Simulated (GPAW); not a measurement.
Set up this calculation in GPAW 26.7.0, as an ASE script.

```
Task                : band structure
Functional          : vdW-DF2
Potentials or basis : GPAW PAW data sets (gpaw-data 1.2.1)
Cutoff              : 600 eV
Basis               : pw
k mesh              : 7 × 7 × 4
Occupations         : fermi-dirac, width 0.05 eV
Spin                : no spin polarisation
Maxiter             : 150
Band path           : GMKGALHA,LM,KH
Band points         : 100
```

The structure of Ti lies in POSCAR:

```
Ti
1.0
    2.9500000000      0.0000000000      0.0000000000
   -1.4750000000      2.5547749412      0.0000000000
    0.0000000000      0.0000000000      4.6800000000
Ti
2
Direct
    0.6666666667      0.3333333333      0.7500000000
    0.3333333333      0.6666666667      0.2500000000
```

One way to write it, as run:

run.py

```python
from ase.dft.bandgap import bandgap
from ase.io import read, write
from gpaw import GPAW, PW

atoms = read('POSCAR')

calc = GPAW(mode=PW(600),
            xc={'name': 'vdW-DF2', 'backend': 'libvdwxc'},
            kpts={'size': (7, 7, 4), 'gamma': True},
            occupations={'name': 'fermi-dirac', 'width': 0.05},
            nbands=24,
            convergence={'density': 1e-05, 'energy': 1e-05},
            maxiter=150,
            txt='gpaw.txt')
atoms.calc = calc
energy = atoms.get_potential_energy()
forces = atoms.get_forces()
calc.write('gs.gpw')
write('result.traj', atoms)
print(f'Energy: {energy:.6f} eV')
print('Forces (eV/A):')
print(forces.round(4))
print('Fermi level:', round(calc.get_fermi_level(), 4), 'eV')
print(f'Gap: {bandgap(calc)[0]:.4f} eV, direct: {bandgap(calc, direct=True)[0]:.4f} eV')

path = atoms.cell.bandpath('GMKGALHA,LM,KH', npoints=100, eps=1e-4)
bs_calc = calc.fixed_density(kpts=path, symmetry='off', nbands=35,
                             convergence={'bands': 'CBM+6.0', 'eigenstates': 1e-6}, txt='bands.txt')
bs = bs_calc.band_structure()
bs.write('bs.json')
print(f'Gap on the path: {bandgap(bs_calc)[0]:.4f} eV')
```

Potentials or basis: GPAW PAW data sets (gpaw-data 1.2.1), pw.

Command:

```sh
$ OMP_NUM_THREADS=1 python run.py
```

Results of the run:

```yaml
Band_gap_along_the_path: none (metal or under the smearing width)
```

Caveat: the PAW data sets were made with another functional, which shifts forces and pressure a little.

It took 39 s on 1 thread of AMD EPYC 7R43 64-Core Processor (Zen 3) (shared host), peak memory 0.28 GiB.
